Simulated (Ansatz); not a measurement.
# BN (F-43m) in Ansatz: equation of state

Aim: energy against volume of BN in PBEsol, for its equilibrium volume and stiffness.

Everything below comes from runs of Ansatz 0.2.0. Logs are shortened: lines on timing, memory, paths and dates and some standing lists are left out, and cuts for length are marked.

**The experiment to reproduce.**

“Effect of nanostructuration on compressibility of cubic BN”, 2012, arxiv:1208.3664 quotes, for a bulk crystal of BN at 300 K: bulk modulus 395 ± 2 GPa.

How close the calculation comes is told below.

### 1 The crystal as given

It takes space group F-43m (No. 216, cubic). The conventional cell has a = 3.626 Å, b = 3.626 Å, c = 3.626 Å, α = 90.00°, β = 90.00°, γ = 90.00°. N (site symmetry -43m) is surrounded by 4 B at 1.57 Å. B (site symmetry -43m) is surrounded by 4 N at 1.57 Å.

The cell is a database's computed one.

### 2 Equation of state, PBEsol

Potentials or basis: all-electron LAPW, scalar-relativistic.

This step only gathers the single runs of the series.

What came out:

* Equilibrium volume: 5.86 Å³/atom
* Bulk modulus: 386 GPa
* Pressure derivative of the bulk modulus: 3.7

Energy against volume, from the lowest point:
```csv
volume (Å³/atom),energy (meV/atom)
5.602,14.61
5.721,4.04
5.840,0.00
5.959,1.90
6.078,9.19
6.198,21.40
6.317,38.07
```

### 3 How close it comes

Step 2. Against the measured bulk modulus of BN, 395 GPa (300 K; quoted in “Effect of nanostructuration on compressibility of cubic BN”, 2012, arxiv:1208.3664), the calculated 386 GPa is off by -2.3 %. The fit is for a static lattice scaled at fixed shape and fixed fractional positions.
